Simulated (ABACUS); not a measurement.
The system is Sb.

```
Sb
1.0
     0.00000    2.37124    2.37124
     2.37124    0.00000    2.37124
     2.37124    2.37124    0.00000
Sb
1
Direct
  0.00000 0.00000 0.00000
```

This isn't the form of Sb at room conditions, which is rhombohedral.

| Quantity | Value |
| --- | --- |
| Program | ABACUS 3.10.1 |
| Task | single point |
| Functional | PBE |
| Potentials or basis | PseudoDojo NC SR 0.4.1 PBE standard |
| Cutoff | 1102 eV |
| Density cutoff | 4408 eV |
| Basis | plane waves |
| k mesh | 10 × 10 × 10 |
| Occupations | fermi-dirac, width 0.05 eV |
| Spin | no spin polarisation |

On this cell: pressure 1.9 GPa; band gap on the k mesh none (metal or under the smearing width).

The same run follows on a disturbed copy (cell strained at random at fixed volume):

```
Sb
1.0
    -0.01676    2.38071    2.40165
     2.36975    0.04435    2.34054
     2.40963    2.35947    0.00447
Sb
1
Direct
  0.99246 0.01309 0.98926
```

**Question.** What changes?

**Answer.** The energy (extrapolated to zero smearing) moves by -1.9 meV/atom; pressure 1.8 GPa; band gap on the k mesh none (metal or under the smearing width).

Stress tensor (GPa, compression positive):
```
1.90 0.41 0.23
0.41 1.94 0.06
0.23 0.06 1.53
```

The energy falls, though the first cell shows no forces: that form is unstable against this distortion, unless noise or another electronic state is at work.
